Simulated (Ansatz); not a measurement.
**Relaxing B**

These are results of Ansatz, DFT PBEsol, scalar-relativistic, plane waves, PAW, not measurements. Cutoff 420 eV, Γ-centred k mesh, Gaussian smearing, no spin polarisation in the final step.

B was placed on the beta-tin structure type (I4_1/amd, No. 141), at a guessed volume.

```xyz
2
Lattice="-1.8729 1.8729 1.0217 1.8729 -1.8729 1.0217 1.8729 1.8729 -1.0217" Properties=species:S:1:pos:R:3 pbc="T T T"
B     0.0000    0.0000    0.0000
B     0.0000    1.8729    0.5108
```

Steps on the 10×10×10 mesh (2 atoms). 11 of 16 steps are shown, and the free energy counts from the last. Trial steps that were taken back and renewals of the plane-wave basis can be among the rows.

| step | ΔF (meV/atom) | V (Å³/atom) | P (GPa) |
| --- | --- | --- | --- |
| 1 | 388.1 | 7.17 | -14.73 |
| 2 | 325.0 | 6.84 | -8.34 |
| 4 | 195.5 | 6.55 | -0.87 |
| 5 | 116.6 | 6.53 | 2.83 |
| 6 | 52.5 | 6.66 | 15.30 |
| 8 | 33.4 | 7.79 | 7.17 |
| 9 | 13.6 | 7.50 | -0.39 |
| 11 | 12.5 | 7.82 | -0.10 |
| 12 | 10.8 | 7.75 | -0.80 |
| 15 | 0.1 | 7.79 | 0.03 |
| 16 | 0.0 | 7.79 | 0.03 |

Steps on the 36×36×36 mesh (2 atoms). 5 of 8 steps are shown, and the free energy counts from the last.

| step | ΔF (meV/atom) | V (Å³/atom) | P (GPa) |
| --- | --- | --- | --- |
| 1 | 2.6 | 7.79 | -0.58 |
| 2 | 0.8 | 7.70 | -0.63 |
| 3 | -0.3 | 7.51 | 0.83 |
| 6 | 0.0 | 7.56 | -0.04 |
| 8 | 0.0 | 7.56 | 0.00 |

A final relaxation ran on a 36×36×36 mesh. The relaxed crystal, I4_1/amd (No. 141):

Space group I4_1/amd:1 (No. 141). a = 4.346 Å, b = 4.346 Å, c = 1.601 Å, α = 90.00°, β = 90.00°, γ = 90.00°
```json
{"atom": "B", "site": "4a", "symmetry": "-4m2", "x": "0.0000", "y": "0.0000", "z": "0.0000"}
```

```json
{
 "Volume per atom": "7.56 Å³",
 "Density": "2.38 g/cm³",
 "Energy over the standard structure": "0.97 eV/atom",
 "Gap on the 36×36×36 mesh": "0 eV (a metal)"
}
```

Energies count from the standard state of B at the same level.

The final run used a 36×36×36 mesh on its 2-atom cell and 0.10 eV smearing. For metals, differences of a few meV/atom aren't resolved.

A structure relaxed within its symmetry needn't be a true minimum.